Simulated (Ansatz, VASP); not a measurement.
# BN in VASP and in Ansatz

File INCAR:

```
ALGO = Normal
EDIFF = 1E-6
EDIFFG = -0.005
ENCUT = 600
GGA = PS
IBRION = 2
ISIF = 3
ISMEAR = -1
IVDW = 13
LASPH = T
LCHARG = F
LREAL = F
LWAVE = F
NELM = 100
NSW = 60
PREC = Accurate
SIGMA = 0.05
```

The input KPOINTS:

```
k-points
0
Gamma
  12 12 12
```

Contents of POSCAR:

```
BN
1.0
    1.2511217832      0.7223354983      3.3729344033
   -1.2511217832      0.7223354983      3.3729344033
    0.0000000000     -1.4446709966      3.3729344033
N B
1 1
Direct
    0.6672382000      0.6672382000      0.6672382000
    0.0003288000      0.0003288000      0.0003288000
```

File input.yaml:

```yaml
crystal:
  lattice:
    - [1.2511217832, 0.7223354983, 3.3729344033]
    - [-1.2511217832, 0.7223354983, 3.3729344033]
    - [0.0, -1.4446709966, 3.3729344033]
  atoms:
    - { symbol: "N", position: [0.6672382, 0.6672382, 0.6672382] }
    - { symbol: B, position: [0.0003288, 0.0003288, 0.0003288] }
hamiltonian:
  xc: pbesol
  pseudopotentials: { kind: paw }
  dispersion: d4
kpoints:
  mp_grid: { grid: [12, 12, 12] }
scf:
  occupations: { method: fermi_dirac, width: 0.05 }
output:
  forces: true
  stress: true
  eigenvalues: true
relax:
  f_tol: 0.01
  max_steps: 40
  cell: { stress_tol: 0.05 }
```

The cell is a database's computed one.

Alike in both runs: task relaxation of cell and atoms; functional PBEsol; dispersion D4; k mesh 12 × 12 × 12; occupations fermi-dirac, width 0.05 eV; no spin polarisation.

|  | VASP | Ansatz |
| --- | --- | --- |
| version | VASP 6.6.1 | Ansatz 0.2.0 |
| potentials or method | VASP PAW PBE potentials, release 64 (N, B) | Ansatz PAW |
| plane-wave cutoff (eV) | 600 | 420 |
| valence electrons in the cell | 8 | 8 |

|  | VASP | Ansatz | Ansatz less VASP |
| --- | --- | --- | --- |
| gap on the k mesh at the Fermi level, each at its own relaxed structure (eV) | 4.03 | 4.07 | +0.042 |
| relaxed volume (Å³/atom) | 8.65 | 8.72 | +0.064 |
| relaxed cell length with the largest relative difference (Å) | 3.504 | 3.527 | +0.0232 |
| energy change over the relaxation (meV/atom) | -2 | -2 | +0.8 |

Caveats: the PAW data sets were made with another functional, which shifts forces and pressure a little (VASP); the plane-wave basis is chosen anew once the cell has moved, so the energies of steps on either side of that aren't comparable (Ansatz); the pressure holds a Pulay correction of +0.6 GPa for the finite cutoff (Ansatz); the PAW data sets come from PBE, with cores solved anew for the run's functional, which leaves a small shift of forces and pressure (Ansatz). A k mesh can miss the band edges. PBEsol gaps usually lie below the measured ones, often by a third to a half.
